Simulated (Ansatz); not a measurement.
Write the native input for Ansatz 0.2.0 that does the following.

```yaml
Task: relaxation of cell and atoms
Functional: RPBE
Potentials_or_basis: Ansatz PAW
Cutoff: "420 eV (not typed: the program's choice for these potentials)"
k_mesh: 7 × 7 × 4
Occupations: fermi-dirac, width 0.05 eV
Spin: no spin polarisation
```

Crystal: TaSi2.

```xyz
9
Lattice="4.7839 0.0000 0.0000 -2.3920 4.1430 0.0000 0.0000 0.0000 6.5700" Properties=species:S:1:pos:R:3 pbc="T T T"
Ta   -1.1960    2.0715    2.1900
Ta    1.1960    2.0715    4.3800
Ta    2.3920    0.0000    0.0000
Si    1.1407    0.6586    2.1900
Si   -1.2512    3.4844    4.3800
Si    2.3920    2.8258    0.0000
Si    1.2512    3.4844    2.1900
Si    3.6432    0.6586    4.3800
Si    0.0000    1.3172    0.0000
```

These files were run (other wordings do the same):

input.yaml

```yaml
crystal:
  lattice:
    - [4.7839, 0.0, 0.0]
    - [-2.39195, 4.1429789292, 0.0]
    - [0.0, 0.0, 6.57]
  atoms:
    - { symbol: Ta, position: [0.0, 0.5, 0.3333333333] }
    - { symbol: Ta, position: [0.5, 0.5, 0.6666666667] }
    - { symbol: Ta, position: [0.5, 0.0, 0.0] }
    - { symbol: Si, position: [0.31794, 0.15897, 0.3333333333] }
    - { symbol: Si, position: [0.15897, 0.84103, 0.6666666667] }
    - { symbol: Si, position: [0.84103, 0.68206, 0.0] }
    - { symbol: Si, position: [0.68206, 0.84103, 0.3333333333] }
    - { symbol: Si, position: [0.84103, 0.15897, 0.6666666667] }
    - { symbol: Si, position: [0.15897, 0.31794, 0.0] }
hamiltonian:
  xc: rpbe
  pseudopotentials: { kind: paw }
kpoints:
  mp_grid: { grid: [7, 7, 4] }
scf:
  occupations: { method: fermi_dirac, width: 0.05 }
output:
  forces: true
  stress: true
  eigenvalues: true
  write_density: true
  write_potential: true
  elf: true
  volumetric_format: npy
relax:
  f_tol: 0.01
  max_steps: 40
  cell: { stress_tol: 0.05 }
```

Potentials or basis: Ansatz PAW.

The run is started by

```bash
$ ansatz run input.yaml --threads 4 --pin off --max-ram 11264MiB --backend cpu --events-out ev --progress --plain --runs-dir out
```

Results of the run:

```yaml
Relaxed_volume: 14.86 Å³/atom
Relaxed_cell: a = 4.824 Å, b = 4.824 Å, c = 6.635 Å, α = 90.00°, β = 90.00°, γ = 120.00°
Space_group_after_relaxing_to_0.05_Å: P6_422 (No. 181)
Energy_gained_by_relaxing: 6.2 meV/atom
Ionic_steps: 5
Pressure_after_relaxing: 0.0 GPa
Band_gap_on_the_k_mesh: none (metal or under the smearing width)
```

Caveat: the plane-wave basis is chosen anew once the cell has moved, so the energies of steps on either side of that aren't comparable; the PAW data sets come from PBE, with cores solved anew for the run's functional, which leaves a small shift of forces and pressure.

It took 16 s on 4 threads of Arm Neoverse V2 (shared host), peak memory 0.48 GiB.
